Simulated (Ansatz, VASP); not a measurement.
**TePb: VASP beside Ansatz**

```xyz
2
Lattice="0.0000 3.2310 3.2310 3.2310 0.0000 3.2310 3.2310 3.2310 0.0000" Properties=species:S:1:pos:R:3 pbc="T T T"
Te    3.2310    3.2310    3.2310
Pb    0.0000    0.0000    0.0000
```

Alike in both runs: task relaxation of cell and atoms; functional r2SCAN; k mesh 8 × 8 × 8; occupations gaussian, width 0.02 eV; no spin polarisation.

```csv
,VASP,Ansatz
version,VASP 6.6.1,Ansatz 0.2.0
potentials or method,"VASP PAW PBE potentials, release 64 (Te, Pb_d)","scalar-relativistic, plane waves, PAW"
plane-wave cutoff (eV),600,500
valence electrons in the cell,20,30
```

VASP gave:

```
gap on the k mesh at the Fermi level, each at its own relaxed structure (eV) : 1.09
relaxed volume (Å³/atom)                                                     : 34.89
relaxed cell length with the largest relative difference (Å)                 : 4.621
energy change over the relaxation (meV/atom)                                 : -5
```

Question: What did Ansatz give for the same quantities?

Answer: gap on the k mesh at the Fermi level, each at its own relaxed structure (eV): 1.09; relaxed volume (Å³/atom): 34.91; relaxed cell length with the largest relative difference (Å): 4.622; energy change over the relaxation (meV/atom): -5.

The two sets of potentials don't hold the same shells in valence.

Caveats: the PAW data sets were made with another functional, which shifts forces and pressure a little (VASP); spin-orbit coupling is left out, which as a rule narrows the gap of such compounds by several tenths of an eV. A k mesh can miss the band edges. Zero-point motion and thermal expansion aren't in these numbers.
